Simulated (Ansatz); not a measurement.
## Ru under pressure

These are results of DFT PBEsol, scalar-relativistic, plane waves, PAW in Ansatz, not measurements. Plane waves to 420 eV; Γ-centred k mesh 18×18×10; Fermi-Dirac smearing of 0.15 eV. No spin polarisation. Phonons by linear response, acoustic sum rule imposed.

Equilibrium structure at this level:
```
Ru
1.0
     2.69169    0.00000    0.00000
    -1.34585    2.33107    0.00000
     0.00000    0.00000    4.25174
Ru
2
Direct
  0.33333 0.66667 0.25000
  0.66667 0.33333 0.75000
```

In a metal, frequencies and elastic constants depend on the k mesh and the smearing, soft modes and shear constants most.

Optical modes at Γ (cm⁻¹) at zero pressure: 200, 262.

Question: Under hydrostatic pressure the same modes lie at 212, 291 cm⁻¹. What is the pressure, and how much has the cell shrunk?

Answer: 15 GPa; the volume is 3.9 % smaller.

Cost: 2 runs of about 0.89 core-minutes in all, on AMD EPYC 9R45 (Zen 5) (shared hosts).